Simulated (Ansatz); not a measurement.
# TiO₂: experiment and calculation

**What was measured.**

A printed reference work, textbook reports, for a bulk crystal of TiO2: lattice constant a 3.7842 Å; lattice constant c 9.5146 Å.

The results are compared with them further down.

All numbers below come from DFT PBE, scalar-relativistic, plane waves, PAW in Ansatz 0.2.0.

Cutoff 420 eV; k points 10×10×10 on the computed 6-atom cell (Γ-centred); Gaussian smearing, width 0.02 eV; no spin polarisation.

Relaxed structure, symmetry kept:

```cif
data_structure
_symmetry_space_group_name_H-M 'I4_1/amd:1'
_symmetry_Int_Tables_number 141
_cell_length_a 3.7992
_cell_length_b 3.7992
_cell_length_c 9.6970
_cell_angle_alpha 90.000
_cell_angle_beta 90.000
_cell_angle_gamma 90.000
_cell_volume 139.97
loop_
_atom_site_label
_atom_site_type_symbol
_atom_site_symmetry_multiplicity
_atom_site_Wyckoff_symbol
_atom_site_fract_x
_atom_site_fract_y
_atom_site_fract_z
_atom_site_occupancy
Ti1 Ti 4 a 0.00000 0.00000 0.00000 1
O1 O 8 e 0.00000 0.00000 0.20649 1
```

```
Space group                                                                                                                                 : I4_1/amd (No. 141)
Volume per atom                                                                                                                             : 11.66 Å³
Formation energy from the elements' standard states (uncorrected)                                                                           : -3.049 eV/atom
Kohn–Sham band gap                                                                                                                          : 2.12 eV, indirect from (0.000, 0.000, 0.432) to Γ
Löwdin character of the top 1 eV of the valence band                                                                                        : O 2p 93 %
Löwdin character of the lowest 1 eV of the conduction band                                                                                  : Ti 3d 92 %
Electron masses at the edge by Cartesian direction of the standard setting (m_e; degenerate bands sorted by energy; no spin-orbit coupling) : x: 0.42; y: 0.42; z: 4.1
Hole masses at the edge by Cartesian direction of the standard setting (m_e; degenerate bands sorted by energy; no spin-orbit coupling)     : x: 2.2; y: 2.2; z: 0.96
Bulk modulus                                                                                                                                : 171 GPa
Its pressure derivative                                                                                                                     : 2.4
Electronic dielectric constant xx, yy, zz of the standard setting (independent particles)                                                   : 7.0, 7.0, 6.6
Bader charges (e)                                                                                                                           : Ti (2 in the cell) 2.28, O (4 in the cell) -1.14
```

A ferromagnetic start lost its moments in a first run, so spin was left out; other magnetic orders weren't tried.

Measured lattice constant a of TiO2: 3.7842 Å (a printed reference work, textbook). This calculation gives 3.799 Å (+0.4 %). Measured lattice constant c of TiO2: 9.5146 Å (a printed reference work, textbook). This calculation gives 9.697 Å (+1.9 %). The calculation is for 0 K without zero-point motion.